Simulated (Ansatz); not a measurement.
A (100) slab of TaN (P-6m2 (No. 187)), 10 planes, outer planes N (top) and Ta (bottom), with 10 atoms (Ta5N5) in a surface cell of A = 8.549 Å², as cut from the bulk:

```xyz
10
Lattice="2.8978 0.0000 0.0000 0.0000 2.9502 0.0000 0.0000 0.0000 26.9230" Properties=species:S:1:pos:R:3 pbc="T T T"
Ta    1.4489    1.4751    7.5000
N     0.0000    1.4751    9.2033
Ta    1.4489    0.0000   10.0549
N     0.0000    0.0000   11.7582
Ta    1.4489    1.4751   12.6099
N     0.0000    1.4751   14.3132
Ta    1.4489    0.0000   15.1648
N     0.0000    0.0000   16.8681
Ta    1.4489    1.4751   17.7197
N     0.0000    1.4751   19.4230
```

All numbers below come from Ansatz 0.2.0, DFT PBE, scalar-relativistic, plane waves, PAW. Cutoff 420 eV; k points 12×12×1 on the computed 10-atom cell (Γ-centred); Gaussian smearing, width 0.10 eV; no spin polarisation. A dipole correction removes the field between periodic images along c.

Against the same 10 atoms in the bulk, the slab as cut lies 7.384 eV higher and the relaxed slab 5.972 eV higher.

Question: Work out the surface energy before and after relaxation.

Answer: The slab has two faces, so γ = (E_slab − N·E_bulk)/(2A), the mean of both. As cut: 7.384/(2 × 8.549) = 0.4319 eV/Å², and 1 eV/Å² = 16.02 J/m², so γ = 6.92 J/m². Relaxed: 5.972/(2 × 8.549) = 0.3493 eV/Å² = 5.60 J/m². Relaxation recovers 19 % of the cost of cutting.

Question: What is the ideal work of this cut, per area?

Answer: Griffith's ideal work is 2γ: 13.84 J/m² if the new faces stay rigid, 11.19 J/m² if they relax. Other cuts parallel to this plane can cost less. One thickness was run, 10 planes, so γ can still shift with it.

The reference crystal is a form of TaN, which isn't its usual structure.